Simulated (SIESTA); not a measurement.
Runs of SIESTA 5.4.2 on Ge. Symmetry: Fd-3m, No. 227, cubic system. Conventional cell: a = 5.658 Å, b = 5.658 Å, c = 5.658 Å, α = 90.00°, β = 90.00°, γ = 90.00°. Around Ge (site symmetry -43m) lie 4 Ge at 2.45 Å. 

| level | potentials or basis | spin | k mesh | energy shift | gap on the mesh (eV) | pressure (GPa) |
| --- | --- | --- | --- | --- | --- | --- |
| PBE | PseudoDojo 0.4 standard (PBE files), TZP (energy shift 0.01 Ry) | off | 8 × 8 × 8 | 0.01 Ry | none | 4.6 |
| vdW-DF-cx | PseudoDojo 0.4 standard (PBE files), DZP (energy shift 0.002 Ry) | off | 8 × 8 × 8 | 0.002 Ry | none | 5.3 |
| PBE | PseudoDojo 0.4 standard (PBE files, fully relativistic), TZP (energy shift 0.002 Ry) | non-collinear, zero start, SOC | 6 × 6 × 6 | 0.002 Ry | none | 7.0 |
| PBE | PseudoDojo 0.4 standard (PBE files), DZP (energy shift 0.01 Ry) | off | 8 × 8 × 8 | 0.01 Ry | none | (b) |
| PBE | PseudoDojo 0.4 standard (PBE files), TZDP (energy shift 0.002 Ry) | off | 8 × 8 × 8 | 0.002 Ry | none | (a) |

Alike in all rows: task band structure; cell as given; smearing fermi-dirac 0.05 eV; grid cutoff 800 Ry.

Q: Estimate the missing entries.

A: (a) 7.3; (b) 5.1.

Caveats: semicore shells carry a single zeta, which can move pressures by several GPa and volumes by a few percent; the basis of atomic orbitals isn't converged, which shifts pressures, moduli and gaps; the potentials were made for another functional, which shifts forces and pressure (some runs).

A k mesh can miss the band edges, and rows without SOC leave out spin-orbit coupling on Ge.

A gap of «none» marks a metal or a gap under the smearing width.
